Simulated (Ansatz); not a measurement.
Method: DFT PBE, scalar-relativistic, plane waves, PAW (Ansatz 0.2.0). Settings: cutoff 420 eV, Γ-centred meshes spaced at most about 0.3 Å⁻¹, and about 0.25 Å⁻¹ or finer for metals (2π included), Gaussian smearing. No spin polarisation in the final relaxations.

These are static total energies at zero pressure. All come from trial cells, and lower structures may exist.

Question: Which of these relaxed structures of Si is the lowest in energy?
A.

```
CELL_PARAMETERS angstrom
-1.68886 1.68886 3.08994
1.68886 -1.68886 3.08994
1.68886 1.68886 -3.08994
ATOMIC_POSITIONS crystal
Si 0.80858 0.80858 0.00000
Si 0.19142 0.19142 0.00000
```

B.

```
CELL_PARAMETERS angstrom
2.85114 0.00000 0.00000
-1.42557 2.46916 0.00000
0.00000 0.00000 12.42821
ATOMIC_POSITIONS crystal
Si 0.66667 0.33333 0.91776
Si 0.00000 0.00000 0.25000
Si 0.66667 0.33333 0.58224
Si 0.33333 0.66667 0.41776
Si 0.00000 0.00000 0.75000
Si 0.33333 0.66667 0.08224
```

C.

```
CELL_PARAMETERS angstrom
2.64788 0.00000 0.00000
-1.32394 2.29313 0.00000
0.00000 0.00000 2.48740
ATOMIC_POSITIONS crystal
Si 0.00000 0.00000 0.50000
```

Answer: A. It has space group I4/mmm (No. 139); the next, C, with the simple hexagonal type, space group P6/mmm (No. 191), lies 21 meV/atom higher. Counting all near atoms (those within 1.25 times the shortest such distance or 1.15 times the sum of covalent radii), the lowest has Si 5 and the next has Si 8.

Cells relaxed within their symmetry can be saddle points. The part of the Crystallography Open Database at hand lists Si in space groups No. 64, 74, 164, 191, 194 and others; sharing a group (P6/mmm and P6_3/mmc) doesn't make a cell the listed structure. Some structure types and database cells were kept out of the candidates from the start, so a known form may be missing.
